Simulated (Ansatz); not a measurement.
ZnO, NiAs type, relaxed with r2SCAN in Ansatz 0.2.0: space group P6_3/mmc (No. 194), hexagonal; a = 2.977 Å, c = 5.126 Å in the conventional setting, 9.83 Å³ an atom. Zn is surrounded by 6 O at 2.14 Å; O is surrounded by 6 Zn at 2.14 Å. The primitive cell holds 4 atoms in 39.34 Å³. Note: simulated data, non-magnetic, for a generated structure that need not be the stable one.

Computed values: PBE gives a gap of 0.75 eV and PBE0 (25 % exact exchange) 3.19 eV; one over PBE's mean ε∞ is 0.181. HSE06 (6×6×4) gives a least gap of 2.50 eV, direct.

Problem. What is the density?

Solution. The cell holds 2 Zn, 2 O: M = 2×65.380 + 2×15.999 = 162.76 u in V = 39.34 Å³. ρ = 1.66054 × M/V = 1.66054 × 162.76/39.34 = 6.870 g/cm³, for the static r2SCAN lattice.

Problem. Taking the gap as linear in the share of unscreened exchange, estimate the gap of the hybrid whose share is 1/ε∞.

Solution. The slope is (3.19 − 0.75)/0.25 = 9.76 eV per unit share, so E_g ≈ 0.75 + 9.76 × 0.181 = 2.52 eV. The run with that share gives 2.49 eV (6×6×4 mesh), -0.03 eV from the straight line.

Problem. At what wavelength does absorption set in by HSE06, excitons left aside?

Solution. λ = 1239.84 eV nm/E: 496 nm for the least gap. The direct edge lies in the visible range.

The meshes of the hybrids are coarse, so their gaps aren't converged to the digits shown.
